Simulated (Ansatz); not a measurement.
# Electron scattering at the Σ9 (114) boundary in bcc Ta with Zr (substitutional), part 2 of 2

Aim: the relaxed structure and the specific resistance of the Σ9 (114) boundary in bcc Ta with Zr (substitutional).

Ansatz 0.2.0; Ansatz plane-wave DFT, PBE, PAW files; relaxation of a bicrystal slab with its lowest layers held; PAW set soft_1 (the session's first sound run).

So far. Step 2 (Relaxing the bicrystal): The largest force component on a free atom ends at 0.014 eV/Å, under the tolerance of 0.03, after 20 steps.

### 3. Transmission across the boundary

Bulk layers of each grain are laid under and over the relaxed boundary, and a lead is named in the middle of each, away from the free faces. The mesh across the current, 16×16, is finer than the density's, because channels open and close sharply across the zone. Energies from -0.1 to 0.1 eV in steps of 0.05 eV are too few for the program's thermal sum, so it prints no conductance; for a metal the transmission near the Fermi level serves, at a fraction of the cost.

This step: Ansatz plane-wave DFT, PBE, PAW files; ballistic transport by layer matching (Landauer), zero bias; boundary relaxed in a short slab, bulk layers laid on; PAW set soft_1 (Ansatz 0.2.0).

System of this step: Σ9 (114) boundary in bcc Ta with Zr (substitutional). The cell holds 55 atoms: 54 Ta and 1 Zr. Cell: a = 5.477 Å, b = 4.671 Å, c = 50.622 Å, α = 90.0°, β = 90.0°, γ = 64.8°. It derives from Ta. Regions: lower grain, 22 atoms (22 Ta); boundary, 15 atoms (14 Ta and 1 Zr); upper grain, 18 atoms (18 Ta). Vacuum lies along c.

input.yaml

```yaml
crystal:
  lattice:
    - [5.4766761838, 0.0, 0.0]
    - [1.9915186123, 4.2246489468, 0.0]
    - [0.0, 0.0, 50.6223100842]
  atoms:
    - { symbol: Ta, position: [-16.1111111112, 8.0555555554, 0.0790165442] }
    - { symbol: Ta, position: [-15.5555555557, 7.7777777776, 0.0943935757] }
    - { symbol: Ta, position: [-15.0000000001, 7.4999999998, 0.1097706072] }
    - { symbol: Ta, position: [-14.4444444445, 7.2222222221, 0.1251476387] }
    - { symbol: Ta, position: [-13.888888889, 6.9444444443, 0.1405246702] }
    - { symbol: Ta, position: [-13.3333333334, 6.6666666665, 0.1559017017] }
    - { symbol: Ta, position: [-12.7777777779, 6.3888888888, 0.1712787332] }
    - { symbol: Ta, position: [-12.2222222223, 6.111111111, 0.1866557647] }
    - { symbol: Ta, position: [-11.6666666667, 5.8333333332, 0.2020327962] }
    - { symbol: Ta, position: [-11.1111111112, 5.5555555555, 0.2174098277] }
    - { symbol: Ta, position: [-10.5555555556, 5.2777777777, 0.2327868592] }
    - { symbol: Ta, position: [-10.0000000001, 4.9999999999, 0.2481638907] }
    - { symbol: Ta, position: [-9.4444444445, 4.7222222221, 0.2635409222] }
    - { symbol: Ta, position: [-8.8888888889, 4.4444444444, 0.2789179537] }
    - { symbol: Ta, position: [-8.3333333334, 4.1666666666, 0.2942949852] }
    - { symbol: Ta, position: [-7.7777777778, 3.8888888888, 0.3096720168] }
    - { symbol: Ta, position: [-7.2222222223, 3.6111111111, 0.3250490483] }
    - { symbol: Ta, position: [-6.6666666667, 3.3333333333, 0.3404260798] }
    - { symbol: Ta, position: [-6.1111111111, 3.0555555555, 0.3558031113] }
    - { symbol: Ta, position: [-5.5555555556, 2.7777777778, 0.3711801428] }
    - { symbol: Ta, position: [-5.0, 2.5, 0.3865571743] }
    - { symbol: Ta, position: [-4.4444444445, 2.2222222222, 0.4019342058] }
    - { symbol: Ta, position: [0.1111111111, 0.9444444444, 0.4173112373] }
    - { symbol: Ta, position: [0.6660877762, 0.6669561119, 0.4314814392] }
    - { symbol: Ta, position: [0.2223388754, 0.3888305623, 0.4486509674] }
    - { symbol: Ta, position: [0.7862153889, 0.1068923056, 0.4642445933] }
    - { symbol: Ta, position: [0.338169492, 0.830915254, 0.4779462947] }
    - { symbol: Ta, position: [0.8822571888, 0.5588714056, 0.4970667958] }
    - { symbol: Ta, position: [0.4584123664, 0.2707938168, 0.5064473297] }
    - { symbol: Zr, position: [0.0078050737, -0.0039025369, 0.5297677896] }
    - { symbol: Ta, position: [1.2644650191, 0.3677674904, 0.5554972139] }
    - { symbol: Ta, position: [0.673763232, 0.663118384, 0.5604768143] }
    - { symbol: Ta, position: [1.1516657243, -0.0758328622, 0.5843443853] }
    - { symbol: Ta, position: [0.6052177404, 0.1973911298, 0.5978366518] }
    - { symbol: Ta, position: [1.0354361331, 0.4822819334, 0.6124566205] }
    - { symbol: Ta, position: [0.4858448671, 0.7570775665, 0.6284125736] }
    - { symbol: Ta, position: [0.929523599, 0.0352382005, 0.6441968887] }
    - { symbol: Ta, position: [-4.6260319566, 2.3130159783, 0.6595739202] }
    - { symbol: Ta, position: [-5.1815875122, 2.5907937561, 0.6749509517] }
    - { symbol: Ta, position: [-5.7371430677, 2.8685715338, 0.6903279832] }
    - { symbol: Ta, position: [-6.2926986233, 3.1463493116, 0.7057050148] }
    - { symbol: Ta, position: [-6.8482541788, 3.4241270894, 0.7210820463] }
    - { symbol: Ta, position: [-7.4038097344, 3.7019048671, 0.7364590778] }
    - { symbol: Ta, position: [-7.95936529, 3.9796826449, 0.7518361093] }
    - { symbol: Ta, position: [-8.5149208455, 4.2574604227, 0.7672131408] }
    - { symbol: Ta, position: [-9.0704764011, 4.5352382004, 0.7825901723] }
    - { symbol: Ta, position: [-9.6260319566, 4.8130159782, 0.7979672038] }
    - { symbol: Ta, position: [-10.1815875122, 5.090793756, 0.8133442353] }
    - { symbol: Ta, position: [-10.7371430677, 5.3685715338, 0.8287212668] }
    - { symbol: Ta, position: [-11.2926986233, 5.6463493115, 0.8440982983] }
    - { symbol: Ta, position: [-11.8482541789, 5.9241270893, 0.8594753298] }
    - { symbol: Ta, position: [-12.4038097344, 6.2019048671, 0.8748523613] }
    - { symbol: Ta, position: [-12.95936529, 6.4796826448, 0.8902293928] }
    - { symbol: Ta, position: [-13.5149208455, 6.7574604226, 0.9056064243] }
    - { symbol: Ta, position: [-14.0704764011, 7.0352382004, 0.9209834558] }
kpoints:
  mp_grid: { grid: [6, 6, 1] }
hamiltonian:
  xc: pbe
  pseudopotentials: { kind: paw, azcp: { folder: soft_1 } }
scf:
  occupations: { method: fermi_dirac, width: 0.1 }
output:
  transmission:
    leads: [[12, 13], [44, 45]]
    kmesh: [16, 16]
    e_range: [-0.1, 0.1]
    de: 0.05
  write_potential: true
  write_density: true
  volumetric_format: npy
  elf: true
```

Run with:

```
$ ansatz run input.yaml --threads 4 --pin off --max-ram 15360MiB --backend cpu --events-out ev --progress --plain --runs-dir out
```

Numbers of over 12 decimals in the logs are rounded to 6 here.

What it wrote:

```text
[...]
Crystal: 55 atoms, lattice volume = 1171.250 Å³
Basis set: ecut = 420 eV, 22875 PW (Γ)
Bands: 429, of which v1, the nominal top of the filled ones, is band 357 counted from 1 (356 counted from 0)
Symmetry: 2 space group operations
[...]
k-points: 13 of 36 (time reversal used)
[...]
SCF iter   1: F=—  HF=-540590.652898 eV  |F-HF|=—  |Δ(HF+E_count)|=         —  Δρ=5.19e-2  dr2=1.42e3  ethr=3.10e-3  ⟨swp⟩=8.5  Hψ=24821  notcnv=0  defer=40
[...]
SCF iter  12: F=-540568.795974 eV  HF=-540568.795974 eV  |F-HF|=8.61e-9  |Δ(HF+E_count)|=   3.60e-8  Δρ=8.66e-7  dr2=2.59e-8  ethr=1.40e-11  ⟨swp⟩=28.2  Hψ=22122  notcnv=0
SCF 1 converged in 12 iterations: F = -540568.795974 eV  dr2 = 2.59e-8
[...]
transmission: 519 of 5183 steps passed
transmission: 1037 of 5183 steps passed
[...]
transmission: 5183 of 5183 steps passed
WARN: The output density's exchange-correlation potential varies sharply where the density is thin. Do not read a vacuum level from v_tot or v_xc, or from such a field of the output density. On a cell that repeats whose density bears no net charge and no dipole along the vacuum's axis use v_es (v_loc + v_h of the components); under efield.dipole_correction with no amplitude use v_es + v_field, which holds any externa [...]
SCF converged after 12 iterations
Free energy (F): -540568.795974 eV
[...]
Internal energy: -540566.384985 eV  (E = F + TS)
E sigma→0 (E₀):  -540567.590479 eV
Entropy (-TS):   -2.410989 eV (-43.836 meV/atom)
Fermi energy:    15.220088 eV
[...]
--- Band table (eV; the first three rows and the last of 13) ---
  k-point 0: bands = [... 353 lower, 15.3593, 15.3636, 15.3738, 15.3845, 15.4081, 15.4368, 15.4754, 15.5140, ... 68 higher]
  k-point 1: bands = [... 353 lower, 15.2702, 15.2975, 15.3156, 15.3412, 15.3593, 15.3775, 15.3920, 15.4105, ... 68 higher]
  k-point 2: bands = [... 353 lower, 15.1228, 15.1449, 15.1705, 15.1927, 15.2120, 15.2473, 15.2763, 15.2883, ... 68 higher]
  k-point 12: bands = [... 353 lower, 14.9355, 14.9372, 14.9518, 14.9817, 15.0166, 15.0192, 15.0549, 15.0995, ... 68 higher]
--- Transmission ---
  basis      : 207 plane waves across, 71 finite elements along
  points     : 73, standing for a mesh of 16 x 16
  energies   : 5 from -0.100000 to 0.100000 eV about the Fermi level, 0.050000 eV apart; the leads are filled to 0.000000 eV, and channels, transmission and decay are at 0.000000 eV
  crystal 0  : Ta3, at the sites [12, 13], period 2.3353 Å, over 17.90 Å; its Hamiltonian steps by up to 25.8 meV: too much for a lead, lay more layers or, if its atoms are ordered, name the step of that order
    offset         : up to 0.0000 Å between an atom of the period and one for which it stands
    channels       : 5.363281e0 a spin
    conductance    : none, the energies end too early or step too widely for 300 K: set another output.transmission.e_range or a lower de, or, where they end at an eighth of basis.ecutwfc, a higher one
[...]
channels       : 5.316406e0 a spin
[...]
junction   : crystal 0 to crystal 1, 12.64 to 37.36 Å
    transmission   : 2.221037e0 a spin
[...]
```

The job ended after 26 min (4 threads of Arm Neoverse V1, shared host; peak memory 12 GiB).

This step gave:

| Quantity | Value |
| --- | --- |
| free energy | -540568.7960 eV |
| energy at zero smearing | -540567.5905 eV |
| Fermi energy | 15.22 eV |
| cell area | 23.14 Å² |
| transmission per spin nearest the Fermi level | 2.221 |
| open channels per spin nearest the Fermi level | 5.363 |
| open channels per spin, upper lead | 5.316 |
| step of the lead's potential | 25.8 meV |
| step of the upper lead's potential | 25.2 meV |

Per spin. Transmission, zone mean against energy, zero at the Fermi level:

```csv
energy (eV),"transmission, zone mean"
-0.1000,2.34
-0.0500,2.29
0.0000,2.22
0.0500,2.18
0.1000,2.11
```

Per spin. Table of open channels, zone mean by energy, zero at the Fermi level:

```csv
energy (eV),lead,upper lead
-0.1000,5.74,5.74
-0.0500,5.52,5.54
0.0000,5.36,5.32
0.0500,5.21,5.17
0.1000,4.99,4.99
```

Transmission over k1 and k2. At 0.0000 eV from the Fermi level.

Values, 16 rows by 16 columns:
```
2.84 2.92 2.60 2.36 2.36 2.60 2.92 2.84 3.16 2.37 2.18 3.03 3.03 2.18 2.37 3.16
2.83 2.75 3.00 2.79 3.00 2.75 2.83 2.89 3.18 2.48 2.44 2.51 2.44 2.48 3.18 2.89
2.45 3.05 2.61 2.61 3.05 2.45 2.49 3.00 2.87 2.31 1.73 1.73 2.31 2.87 3.00 2.49
2.83 2.36 1.91 2.36 2.83 2.51 2.38 2.42 2.48 2.31 2.35 2.31 2.48 2.42 2.38 2.51
1.96 1.26 1.26 1.96 2.61 2.72 1.83 1.77 2.34 2.42 2.42 2.34 1.77 1.83 2.72 2.61
1.45 1.28 1.45 1.90 1.93 1.64 1.27 1.56 1.48 2.11 1.48 1.56 1.27 1.64 1.93 1.90
1.55 1.55 1.76 1.34 1.67 1.17 1.52 1.44 1.35 1.35 1.44 1.52 1.17 1.67 1.34 1.76
1.73 1.85 1.97 1.67 1.66 1.46 1.36 1.31 1.02 1.31 1.36 1.46 1.66 1.67 1.97 1.85
1.55 1.76 1.34 1.67 1.17 1.52 1.44 1.35 1.35 1.44 1.52 1.17 1.67 1.34 1.76 1.55
1.45 1.90 1.93 1.64 1.27 1.56 1.48 2.11 1.48 1.56 1.27 1.64 1.93 1.90 1.45 1.28
1.96 2.61 2.72 1.83 1.77 2.34 2.42 2.42 2.34 1.77 1.83 2.72 2.61 1.96 1.26 1.26
2.83 2.51 2.38 2.42 2.48 2.31 2.35 2.31 2.48 2.42 2.38 2.51 2.83 2.36 1.91 2.36
2.45 2.49 3.00 2.87 2.31 1.73 1.73 2.31 2.87 3.00 2.49 2.45 3.05 2.61 2.61 3.05
2.83 2.89 3.18 2.48 2.44 2.51 2.44 2.48 3.18 2.89 2.83 2.75 3.00 2.79 3.00 2.75
2.84 3.16 2.37 2.18 3.03 3.03 2.18 2.37 3.16 2.84 2.92 2.60 2.36 2.36 2.60 2.92
2.75 2.70 2.40 2.68 2.85 2.68 2.40 2.70 2.75 2.70 2.40 2.68 2.85 2.68 2.40 2.70
```
Columns: k1 (b1) from -0.5 to 0.438; rows upwards: k2 (b2) from -0.5 to 0.438.

Open channels over k1 and k2. At 0.0000 eV from the Fermi level.

Ten even steps from '_' (2.00) to '@' (8.00):
```
******%%%%******%%****@@@@****%%
****%%%%%%******%%%%%%%%%%%%%%**
%%%%@@@@%%%%********++++********
**********++++****%%%%%%****++++
++----++++**++++********++++**++
..__..------..----%%----..------
____....----..--****--..----....
__....----------++----------....
__....----..--****--..----....__
..------..----%%----..------..__
++++**++++********++++**++++----
**++++****%%%%%%****++++********
%%********++++********%%%%@@@@%%
****%%%%%%%%%%%%%%******%%%%%%**
**%%****@@@@****%%******%%%%****
**++++%%%%%%++++**++++%%%%%%++++
```
Columns: k1 (b1) from -0.5 to 0.438; rows upwards: k2 (b2) from -0.5 to 0.438.

Valence density in the cb plane at fractional x = 0.008, with atoms of Ta and Zr within 0.2 Å of it. It is the smooth field of the valence electrons, not physical close to the nuclei.

Ten even steps from '0' (0.2 e/Å³) to '9' (4.5 e/Å³), each cell a mean:
```
52000015751000000000004897200013310000389510
10000001210000000000001443000001100000133100
00000000000000000000000000000000000000000000
00012100000000000000000000000000001110000000
00378510000000000013200000000000015873000000
01698920000000000136510000000000028996100000
01599820000000000035410000000000028995000000
00145300000000000001100000000000003541000000
00000000000000000000000000000000000000000000
00000000000000000000000111000000000000011000
31000003430000000000003674100001100000256300
62000016862000000000005887200024410000499610
```
Columns run along c (16.0 Å, from fractional 0.36 to 0.68 of the cell), rows up along b (4.7 Å). Atoms in or near the plane, at fractional coordinates: Ta at (0.39, 0.50), Zr at (0.53, 0.00), Ta at (0.61, 0.48).

Electrostatic potential energy in the cb plane at fractional x = 0.008, with atoms of Ta and Zr within 0.2 Å of it. With pseudopotentials it is smooth inside the atoms' cores, unlike the true potential.

Ten even steps from '0' (-41 eV) to '9' (17 eV), each cell a mean:
```
35899863126899888999972000489864468998410269
67999986568999999999985224799987789998744689
89999998889999999999998778999999999999888899
99766789999999999988889999999999987667999999
98411369999988999864579999999999963114899998
97200058999878899742368999999999850002799987
97300158999888899743368999999999851003799987
98632479999999999876689999999999974336899998
99887899999999999998899999999999998788999999
88999988789999999999997556899998899999877799
46899974347999889999983102689875679998532479
25899862125898888999961000489853468997300268
```
Columns run along c (16.0 Å, from fractional 0.36 to 0.68 of the cell; values clipped at the 3rd and 97th percentile), rows up along b (4.7 Å). Atoms in or near the plane, at fractional coordinates: Ta at (0.39, 0.50), Zr at (0.53, 0.00), Ta at (0.61, 0.48).

ELF in the cb plane at fractional x = 0.008, with atoms of Ta and Zr within 0.2 Å of it. It is the smooth field of the valence electrons, not physical close to the nuclei.

Ten even steps from '0' (0.15) to '9' (0.75), each cell a mean:
```
95034038984131111354129759601147721320699931
31245214531343113455205997224101213541266413
12222221112554345532110111156410122222110134
42134213455432355200011112456554312431234442
31699932564100133136511355433455138996136421
22841851452111121279930354311244059258125312
22874941453111122169830355321354049578125311
41489612564211244113311344444555216884146531
32111123334543355310010001366543321111222344
11233311101453234543201453145300023432122124
63145126862242112455118999412113412431488622
95023039995121111344039528701158830320798941
```
Columns run along c (16.0 Å, from fractional 0.36 to 0.68 of the cell), rows up along b (4.7 Å). Atoms in or near the plane, at fractional coordinates: Ta at (0.39, 0.50), Zr at (0.53, 0.00), Ta at (0.61, 0.48).

Over the solved energies the transmission per spin lies between 2.11 and 2.34, out of 5.36 channels of the lead on average (up to 5.74). The log calls the step of a lead's potential too much.

### 4. Specific resistance

This step: Ansatz plane-wave DFT, PBE, PAW files; ballistic transport by layer matching (Landauer), zero bias; specific resistance of the boundary; PAW set soft_1 (Ansatz 0.2.0).

Numbers from this step:

* area resistance: 0.7829 fΩ m²
* T over the leads' mean channel count: 0.4159

Averaged over the energies near the Fermi level, 41.6 % of the channels pass, which makes 0.783 fΩ m².

By hand, with T and the leads' channels N averaged over the energies near the Fermi level: RA = A (h/2e²)(1/T − ½[1/N₁ + 1/N₂]) = 23.14×10⁻²⁰ m² × 12 906 Ω × (1/2.228 − ½[1/5.365 + 1/5.349]) = 0.783 fΩ m².

### 5. What came out

```
specific resistance of the boundary : 0.783 fΩ m²
share of channels that pass         : 0.416
```

The boundary has a specific resistance of 0.78 fΩ m². The boundary reflects 58 % of the channels; 0.78 fΩ m² is 7.8×10⁻¹² Ω·cm². That equals the resistance of 5.8 nm of bulk Ta at 300 K (measured 13.5 µΩ cm, CRC Handbook of Chemistry and Physics, 84th ed., 2003, Electrical Resistivity of Pure Metals). One Zr in 23.1 Å² of boundary is a high coverage. In the relaxation the upper grain slid sideways by about 1.8 Å, so the result belongs to the position that it found, not to the starting one. Each plane of this narrow cell holds one atom, so the solute fills a whole plane. One starting structure was relaxed; another shift or atom count at the boundary may lie lower. Spin-orbit coupling is left out, which matters for Ta. A lead's potential steps by up to 26 meV from period to period, which the log calls too much, so longer leads could move the result.

[Logs are printed without paths, hosts, clocks, repeated set-up lines and the standing remarks that a program may print on its own settings, such as how far it seeks lower states.]

[Hosts, paths, dates, database ids (printed as entryN), source tags and the programs' standing remarks are cut or masked in the printed files.]
